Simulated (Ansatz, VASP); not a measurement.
**ZnS in VASP and in Ansatz**

```
CELL_PARAMETERS angstrom
0.00000 2.60482 2.60482
2.60482 0.00000 2.60482
2.60482 2.60482 0.00000
ATOMIC_POSITIONS crystal
Zn 0.25000 0.25000 0.25000
S 0.00000 0.00000 0.00000
```

Alike in both runs: task single point; functional PBEsol; k mesh 8 × 8 × 8; occupations gaussian, width 0.05 eV; no spin polarisation.

|  | VASP | Ansatz |
| --- | --- | --- |
| version | VASP 6.6.1 | Ansatz 0.2.0 |
| potentials or method | VASP PAW PBE potentials, release 64 (Zn, S) | scalar-relativistic, plane waves, PAW |
| plane-wave cutoff (eV) | 520 | 420 |
| valence electrons in the cell | 18 | 18 |

VASP gave:

* gap on the k mesh at the Fermi level (eV): 2.47
* least direct gap on the mesh (eV): 2.47
* pressure (GPa): 8.2

Estimate Ansatz's values.

gap on the k mesh at the Fermi level (eV): 2.45; least direct gap on the mesh (eV): 2.45; pressure (GPa): 7.9.

Caveats: the PAW data sets were made with another functional, which shifts forces and pressure a little (VASP). PBEsol gaps usually lie below the measured ones, often by a third to a half.
